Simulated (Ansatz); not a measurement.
The system is SiO2.

```xyz
12
Lattice="-2.8379 2.8379 5.6602 2.8379 -2.8379 5.6602 2.8379 2.8379 -5.6602" Properties=species:S:1:pos:R:3 pbc="T T T"
Si    0.7868    4.2568    1.4151
Si    4.2568    0.7868   -1.4151
Si   -1.4189    2.0511    4.2452
Si    2.0511   -1.4189    7.0753
O     0.0000    2.8379    1.5138
O     4.0745    1.2366    2.8301
O     1.6013   -1.2366    2.8301
O     0.0000    0.0000    1.3163
O     0.0000    0.0000   10.0042
O     0.0000    2.8379    4.1464
O     1.2366   -1.2366    5.6602
O    -1.2366    1.2366    5.6602
```

The cell comes from a database or a generator and needn't be the stable form of this composition.

| Item | Value |
| --- | --- |
| Program | Ansatz 0.2.0 |
| Task | relaxation of cell and atoms |
| Functional | r2SCAN |
| Potentials or basis | Ansatz PAW |
| Cutoff | 500 eV (not typed: the program's choice for these potentials) |
| k mesh | 7 × 7 × 7 |
| Occupations | fermi-dirac, width 0.05 eV |
| Spin | no spin polarisation |

At the start: volume 15.20 Å³/atom.

Question: Where does the relaxation end?

Answer: It ends after 6 steps and the volume is 14.75 Å³/atom (-2.9 %); space group I4_122 (No. 98, to 0.05 Å).

The path:
```csv
step,energy change (eV),largest force (eV/Å),volume (Å³)
1,0.0000,0.4472,182.34
2,-0.0508,0.2600,179.78
3,-0.0710,0.0403,176.86
4,-0.0713,0.0101,176.94
5,-0.0713,0.0020,177.02
6,-0.0693,0.0020,177.02
```

Final structure:
```cif
data_structure
_symmetry_space_group_name_H-M 'P 1'
_symmetry_Int_Tables_number 1
_cell_length_a 6.8769
_cell_length_b 6.8769
_cell_length_c 6.8769
_cell_angle_alpha 131.811
_cell_angle_beta 131.811
_cell_angle_gamma 70.527
_cell_volume 177.02
loop_
_atom_site_label
_atom_site_type_symbol
_atom_site_fract_x
_atom_site_fract_y
_atom_site_fract_z
_atom_site_occupancy
Si1 Si 0.87500 0.26470 0.88970 1
Si2 Si 0.01470 0.62500 0.88970 1
Si3 Si 0.73530 0.12500 0.11030 1
Si4 Si 0.37500 0.98530 0.11030 1
O1 O 0.63428 0.13428 0.50000 1
O2 O 0.46732 0.96732 0.93463 1
O3 O 0.03268 0.53268 0.06537 1
O4 O 0.11572 0.11572 0.00000 1
O5 O 0.88428 0.88428 0.00000 1
O6 O 0.86572 0.36572 0.50000 1
O7 O 0.28268 0.71732 0.00000 1
O8 O 0.71732 0.28268 0.00000 1
```

Caveat: the plane-wave basis is chosen anew once the cell has moved, so the energies of steps on either side of that aren't comparable; the PAW data sets come from PBE, with cores solved anew for the run's functional, which leaves a small shift of forces and pressure.
